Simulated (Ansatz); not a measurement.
# Mg5O6: the cost of one run

Program: Ansatz 0.2.0. Level of theory: DFT r2SCAN, scalar-relativistic, plane waves, PAW. These are calculated values, not measurements.

The COD cell was measured well above room temperature, so it is larger than a cold one.

1 further run of the same task is left out (set aside as unsound or not needed).

## 1. The structure to begin with

It takes space group Fm-3m (No. 225, cubic). Conventional cell: a = 4.204 Å, b = 4.204 Å, c = 4.204 Å, α = 90.00°, β = 90.00°, γ = 90.00°. Mg (site symmetry m-3m) has 6 O at 2.10 Å as nearest neighbours. O (site symmetry m-3m) is surrounded by 6 Mg at 2.10 Å.

Coordinates:

```
CELL_PARAMETERS angstrom
0.00000 2.10211 2.10211
2.10211 0.00000 2.10211
2.10211 2.10211 0.00000
ATOMIC_POSITIONS crystal
Mg 0.00000 0.00000 0.00000
O 0.50000 0.50000 0.50000
```

It is the result of an earlier relaxation at this level (volume 9.29 Å³/atom; gap on the mesh: 5.69 eV).

The bulk reference comes from a run made before at the same settings: -1249.1675 eV/atom.

## 2. The (111) slab

Miller indices refer to the conventional cell of the relaxed bulk, Fm-3m (No. 225): a = 4.204 Å, b = 4.204 Å, c = 4.204 Å, α = 90.00°, β = 90.00°, γ = 90.00°.

Cut from the relaxed bulk: a (111) slab, 12.1 Å thick as cut, with 15 Å of vacuum; its outer planes are O (top) and O (bottom).

The slab as cut. Its planes from the bottom up:

```csv
plane,atoms per cell,height over the lowest (Å)
1,O,0.00
2,Mg,1.21
3,O,2.43
4,Mg,3.64
5,O,4.85
6,Mg,6.07
7,O,7.28
8,Mg,8.50
9,O,9.71
10,Mg,10.92
11,O,12.14
```

## 3. Single point on the unrelaxed (111) slab

The cell repeats along c, and a dipole correction in the vacuum removes the field between the copies.

Input file input.yaml:

```yaml
crystal:
  lattice:
    - [2.9728306127, 0.0, 0.0]
    - [-1.4864153063, 2.5745468317, 0.0]
    - [0.0, 0.0, 27.1365301546]
  atoms:
    - { symbol: O, position: [0.3333333333, 0.6666666667, 0.2763802136] }
    - { symbol: Mg, position: [0.6666666667, 0.3333333333, 0.3211041709] }
    - { symbol: O, position: [0.0, 0.0, 0.3658281281] }
    - { symbol: Mg, position: [0.3333333333, 0.6666666667, 0.4105520854] }
    - { symbol: O, position: [0.6666666667, 0.3333333333, 0.4552760427] }
    - { symbol: Mg, position: [0.0, 0.0, 0.5] }
    - { symbol: O, position: [0.3333333333, 0.6666666667, 0.5447239573] }
    - { symbol: Mg, position: [0.6666666667, 0.3333333333, 0.5894479146] }
    - { symbol: O, position: [0.0, 0.0, 0.6341718719] }
    - { symbol: Mg, position: [0.3333333333, 0.6666666667, 0.6788958291] }
    - { symbol: O, position: [0.6666666667, 0.3333333333, 0.7236197864] }
basis:
  ecutwfc: 500
kpoints:
  mp_grid: { grid: [9, 9, 1] }
hamiltonian:
  xc: r2scan
scf:
  occupations: { method: gaussian, width: 0.05 }
output:
  forces: true
  stress: true
  eigenvalues: true
  write_density: true
  write_potential: true
  elf: true
  volumetric_format: npy
efield:
  axis: 3
  dipole_correction: true
  ramp_width: 0.04
```

The run is started by

```sh
ansatz run input.yaml --threads 1 --pin off --max-ram 2560MiB --backend cpu --events-out ev --progress --plain --runs-dir out
```

**Question.** How long does this run take on 1 thread of Intel Xeon Gold 6455B (Sapphire Rapids), shared host, and how much memory does it need?

About 33 s, with a peak of 0.91 GiB.
